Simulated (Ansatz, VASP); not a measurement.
# One calculation of PtS2, two programs

The input INCAR:

```
  PREC = Accurate
  ENCUT = 520
  EDIFF = 1E-7
  ISMEAR = 0
  SIGMA = 0.017
  LREAL = F
  LASPH = T
  NELM = 80
  ALGO = Normal
  ISIF = 2
  LWAVE = F
  LCHARG = T
  GGA = PE
  LELF = T
  LVHAR = T
  NBANDS = 18
```

The input KPOINTS:

```
Automatic mesh
0
Gamma
  9 9 5
```

Contents of POSCAR:

```
PtS2
1.0
    3.5432000000      0.0000000000      0.0000000000
   -1.7716000000      3.0685012107      0.0000000000
    0.0000000000      0.0000000000      5.0388000000
Pt S
1 2
Direct
    0.0000000000      0.0000000000      0.0000000000
    0.6666666667      0.3333333333      0.7730000000
    0.3333333333      0.6666666667      0.2270000000
```

File input.yaml:

```yaml
crystal:
  lattice:
    - [3.5432, 0.0, 0.0]
    - [-1.7716, 3.0685012107, 0.0]
    - [0.0, 0.0, 5.0388]
  atoms:
    - { symbol: Pt, position: [0.0, 0.0, 0.0] }
    - { symbol: S, position: [0.6666666667, 0.3333333333, 0.773] }
    - { symbol: S, position: [0.3333333333, 0.6666666667, 0.227] }
hamiltonian:
  xc: pbe
  pseudopotentials: { kind: paw }
kpoints:
  mp_grid: { grid: [9, 9, 5] }
scf:
  occupations: { method: gaussian, width: 0.017 }
output:
  forces: true
  stress: true
  eigenvalues: true
```

Alike in both runs: task single point; functional PBE; k mesh 9 × 9 × 5; occupations gaussian, width 0.017 eV; no spin polarisation.

```csv
,VASP,Ansatz
version,VASP 6.6.1,Ansatz 0.2.0
potentials or method,"VASP PAW PBE potentials, release 64 (Pt, S)",Ansatz PAW
plane-wave cutoff (eV),520,420
valence electrons in the cell,22,30
```

|  | VASP | Ansatz | Ansatz less VASP |
| --- | --- | --- | --- |
| gap on the k mesh at the Fermi level (eV) | 1.03 | 1.02 | -0.015 |
| least direct gap on the mesh (eV) | 1.08 | 1.07 | -0.009 |
| pressure (GPa) | 11.1 | 11.6 | +0.52 |
| largest component of the traceless stress (GPa) | 0.99 | 1.17 | +0.184 |
| rms of the force components (eV/Å) | 0.572 | 0.592 | +0.0207 |

Atom by atom the forces differ by 0.021 eV/Å (rms over components). With one functional, cell and mesh, what is left measures potentials, basis and numerics. The two sets of potentials don't hold the same shells in valence.

Caveats: spin-orbit coupling is left out, which moves the levels of the heavy elements; forces of over 1 eV/Å show positions far from the minimum, so gaps and moduli don't describe the material at rest; an odd mesh through Γ misses points on the zone boundary, where band edges often lie (VASP); odd divisions of the mesh miss points on the zone boundary, where band edges often lie, so the gap on the mesh can be too wide (Ansatz). A hybrid or GW would open this gap; PBE tends to underestimate it.
